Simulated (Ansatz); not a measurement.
Something may be wrong with this Ansatz 0.2.0 calculation of Tb.

The input input.yaml:

```yaml
crystal:
  lattice:
    - [-2.01, 2.01, 2.01]
    - [2.01, -2.01, 2.01]
    - [2.01, 2.01, -2.01]
  atoms:
    - { symbol: Tb, position: [0.0, 0.0, 0.0], spin: 2.0 }
hamiltonian:
  xc: pbe
  pseudopotentials: { kind: paw }
  dispersion: d4
kpoints:
  mp_grid: { grid: [9, 9, 9] }
scf:
  occupations: { method: fermi_dirac, width: 0.05 }
  n_extra_bands: 6
  max_iter: 75
output:
  forces: true
  stress: true
  eigenvalues: true
  dos: { projected: false, de: 0.05, nscf_kmesh: { grid: [14, 14, 14] } }
```

Potentials or basis: Ansatz PAW.

Command:

```console
$ ansatz run input.yaml --threads 1 --pin off --max-ram 2560MiB --backend cpu --events-out ev --progress --plain --runs-dir out
```

Output:

```text
Error: inconsistent input (magnetization.spin_polarized): false but per-atom `spin:`, `per_species`, `initial_magnetization`, `magnetic_field`, or `spin_locking` is set
```

Question: How did it end, and where is the flaw?

Answer: The input was rejected before any iteration. The input holds a flaw that was put in on purpose: a moment without spin polarisation (magnetization = left out; crystal.atoms[0].spin = 2).
